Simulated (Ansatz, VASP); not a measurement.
# Two plane-wave programs on Sr

```
CELL_PARAMETERS angstrom
0.00000 3.01914 3.01914
3.01914 0.00000 3.01914
3.01914 3.01914 0.00000
ATOMIC_POSITIONS crystal
Sr 0.00000 0.00000 0.00000
```

Alike in both runs: task single point; functional PBE; k mesh 9 × 9 × 9; occupations fermi-dirac, width 0.3 eV; no spin polarisation.

```csv
,VASP,Ansatz
version,VASP 6.6.1,Ansatz 0.2.0
potentials or method,"VASP PAW PBE potentials, release 64 (Sr_sv)","plane waves (420 eV) with PAW, scalar-relativistic"
plane-wave cutoff (eV),520,420
valence electrons in the cell,10,10
```

|  | VASP | Ansatz | Ansatz less VASP |
| --- | --- | --- | --- |
| pressure (GPa) | 0.2 | 0.2 | -0.01 |
